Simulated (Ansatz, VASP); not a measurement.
BN: VASP beside Ansatz

File INCAR:

```
SYSTEM = BN
PREC = Accurate ; ENCUT = 520
EDIFF = 1E-6 ; ISMEAR = 0
SIGMA = 0.05 ; LREAL = .False.
LASPH = .True. ; NELM = 60
ALGO = Normal ; ISIF = 2
LWAVE = .False. ; LCHARG = .False.
GGA = PS ; NBANDS = 16
```

Contents of KPOINTS:

```
regular mesh
0
Gamma
  12 12 4
  0 0 0
```

POSCAR

```
BN
1.0
    2.4346984193      0.0000000000      0.0000000000
   -1.2173492096      2.1085106816      0.0000000000
    0.0000000000      0.0000000000      6.7903500000
B N
2 2
Direct
    0.0000000000      0.0000000000      0.5000000000
    0.3333333333      0.6666666667      0.0000000000
    0.0000000000      0.0000000000      0.0000000000
    0.6666666667      0.3333333333      0.5000000000
```

Input for Ansatz:

```yaml
crystal:
  lattice:
    - [2.4346984193, 0.0, 0.0]
    - [-1.2173492096, 2.1085106816, 0.0]
    - [0.0, 0.0, 6.79035]
  atoms:
    - { symbol: B, position: [0.0, 0.0, 0.5] }
    - { symbol: B, position: [0.3333333333, 0.6666666667, 0.0] }
    - { symbol: "N", position: [0.0, 0.0, 0.0] }
    - { symbol: "N", position: [0.6666666667, 0.3333333333, 0.5] }
basis:
  ecutwfc: 420
kpoints:
  mp_grid: { grid: [12, 12, 4] }
hamiltonian:
  xc: pbesol
scf:
  occupations: { method: gaussian, width: 0.05 }
output:
  forces: true
  stress: true
  eigenvalues: true
```

Change from the starting cell: strain -0.030 along x and y, +0.015 along z, atoms carried along.

Alike in both runs: task single point; functional PBEsol; k mesh 12 × 12 × 4; occupations gaussian, width 0.05 eV; no spin polarisation.

```csv
,VASP,Ansatz
version,VASP 6.6.1,Ansatz 0.2.0
potentials or method,"VASP PAW PBE potentials, release 64 (B, N)","scalar-relativistic, plane waves, PAW"
plane-wave cutoff (eV),520,420
valence electrons in the cell,16,16
```

|  | VASP | Ansatz | Ansatz less VASP |
| --- | --- | --- | --- |
| gap on the k mesh at the Fermi level (eV) | 4.44 | 4.45 | +0.012 |
| least direct gap on the mesh (eV) | 4.67 | 4.68 | +0.008 |
| pressure (GPa) | 22.9 | 22.6 | -0.33 |
| largest component of the traceless stress (GPa) | 22.67 | 22.17 | -0.496 |

Caveats: so large a pressure means that the cell lies far from this level's equilibrium, or that cutoff or potentials fall short (VASP); the potentials were made for another functional, which shifts forces and pressure (VASP); this functional lacks dispersion, which binds the layers, so the pressure and a relaxed spacing across them are unreliable. A k mesh can miss the band edges.
